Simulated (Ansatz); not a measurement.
The system is TePb.

```
CELL_PARAMETERS angstrom
0.00000 3.23100 3.23100
3.23100 0.00000 3.23100
3.23100 3.23100 0.00000
ATOMIC_POSITIONS crystal
Pb 0.00000 0.00000 0.00000
Te 0.50000 0.50000 0.50000
```

Base run:

- Program: Ansatz 0.2.0
- Functional: LDA
- Potentials or basis: Ansatz PAW
- Cutoff: 420 eV (not typed: the program's choice for these potentials)
- k mesh: 7 × 7 × 7
- Occupations: fermi-dirac, width 0.05 eV
- Spin: no spin polarisation

Its results: pressure -1.7 GPa.

Q: The run is repeated on the same cell with these changes: functional from LDA to PBE-EpsX; k mesh from 7 × 7 × 7 to 4 × 4 × 4. What comes out?

A: Pressure 2.0 GPa.

Several settings changed at once, so the effect can't be laid on one alone.

Caveats: some runs use coarse meshes; the PAW data sets come from PBE, with cores solved anew for the run's functional, which leaves a small shift of forces and pressure; the thresholds are loose for stress (some runs).
